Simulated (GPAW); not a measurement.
Pd:

```
CELL_PARAMETERS angstrom
2.78367 0.00000 0.00000
-1.39183 2.41072 0.00000
0.00000 0.00000 4.62889
ATOMIC_POSITIONS crystal
Pd 0.33333 0.66667 0.25000
Pd 0.66667 0.33333 0.75000
```

This isn't the form of Pd at room conditions, which is fcc.

* Program: GPAW 26.7.0
* Task: relaxation of cell and atoms
* Functional: PBEsol
* Dispersion: D4
* Potentials or basis: PAW data sets generated in the run's folder for this functional
* Cutoff: 600 eV
* Basis: pw
* k mesh: 8 × 8 × 4
* Occupations: fermi-dirac, width 0.05 eV
* Spin: no spin polarisation

At the start: pressure -12.5 GPa; volume 15.53 Å³/atom.

Question: Where does the relaxation end?

Answer: Over 4 steps the energy falls by 46.5 meV/atom and the volume is 14.46 Å³/atom (-6.9 %); space group P6_3/mmc (No. 194, to 0.05 Å).

The path:
```csv
step,energy change (eV),largest force (eV/Å),pressure (GPa),volume (Å³)
1,0.0000,0.0000,-12.48,31.06
2,-0.0533,0.0000,-8.58,30.27
3,-0.0922,0.0000,1.43,28.72
4,-0.0929,0.0000,-0.11,28.92
```

Final structure:
```
Pd
1.0
     2.71704    0.00000    0.00000
    -1.35852    2.35303    0.00000
     0.00000    0.00000    4.52424
Pd
2
Direct
  0.33333 0.66667 0.25000
  0.66667 0.33333 0.75000
```

Caveat: later steps reuse the first step's grids; pairwise dispersion overbinds metals, which lowers pressure and volume.
